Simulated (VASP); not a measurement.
Set up this calculation in VASP 6.6.1, as the native input.

| Quantity | Value |
| --- | --- |
| Task | single point |
| Functional | rev-vdW-DF2 |
| Potentials or basis | VASP PAW PBE potentials, release 64 (Cu, H) |
| Cutoff | 400 eV |
| k mesh | 6 × 6 × 1 |
| Occupations | methfessel-paxton, width 0.1 eV |
| Spin | no spin polarisation |
| Further INCAR settings | LREAL = Auto; ALGO = Fast; EDIFF = 1e-06; NBANDS = 102; ISYM = 0 |

The structure of Cu16H lies in POSCAR:

```
Cu16H
1.0
    5.1053109602      0.0000000000      0.0000000000
    0.0000000000      5.1053109602      0.0000000000
    0.0000000000      0.0000000000     21.9150000000
Cu H
16 1
Direct
    0.2500000000      0.2500000000      0.1141000000
    0.7500000000      0.2500000000      0.1141000000
    0.2500000000      0.7500000000      0.1141000000
    0.7500000000      0.7500000000      0.1141000000
    0.0000000000      0.0000000000      0.1964000000
    0.5000000000      0.0000000000      0.1964000000
    0.0000000000      0.5000000000      0.1964000000
    0.5000000000      0.5000000000      0.1964000000
    0.2502000000      0.2503000000      0.2801000000
    0.7503000000      0.2503000000      0.2769000000
    0.2503000000      0.7503000000      0.2769000000
    0.7502000000      0.7502000000      0.2755000000
    0.9988000000      0.9988000000      0.3582000000
    0.5023000000      0.9986000000      0.3582000000
    0.9985000000      0.5023000000      0.3582000000
    0.5020000000      0.5021000000      0.3581000000
    0.7515000000      0.7516000000      0.3828000000
```

The cell was built by a generator and needn't be a form met in nature.

One way to write it, as run:

INCAR

```
AGGAC = 0.0
ALGO = Fast
EDIFF = 1E-6
ENCUT = 400
GGA = MK
ISIF = 2
ISMEAR = 1
ISYM = 0
KPAR = 4
LASPH = True
LCHARG = False
LREAL = Auto
LUSE_VDW = True
LWAVE = False
NBANDS = 102
NELM = 60
PARAM1 = 0.1234
PARAM2 = 0.711357
PREC = Accurate
SIGMA = 0.1
ZAB_VDW = -1.8867
```

KPOINTS

```
k-points
0
Gamma
  6 6 1
```

Potentials or basis: VASP PAW PBE potentials, release 64 (Cu, H).

Command:

```console
$ cat potpaw_PBE.64/Cu/POTCAR potpaw_PBE.64/H/POTCAR > POTCAR
$ mpirun -np 4 vasp_std > vasp.out
```

It gave:

* Largest force: 0.299 eV/Å
* Band gap on the k mesh: none (metal or under the smearing width)

Caveat: the PAW data sets were made with another functional, which shifts forces and pressure a little.

Run time: 20 min on 4 MPI ranks on Intel(R) Xeon(R) Platinum 8259CL CPU @ 2.50GHz (Skylake/Cascade Lake), on a shared host, peak memory 1.6 GiB a rank.
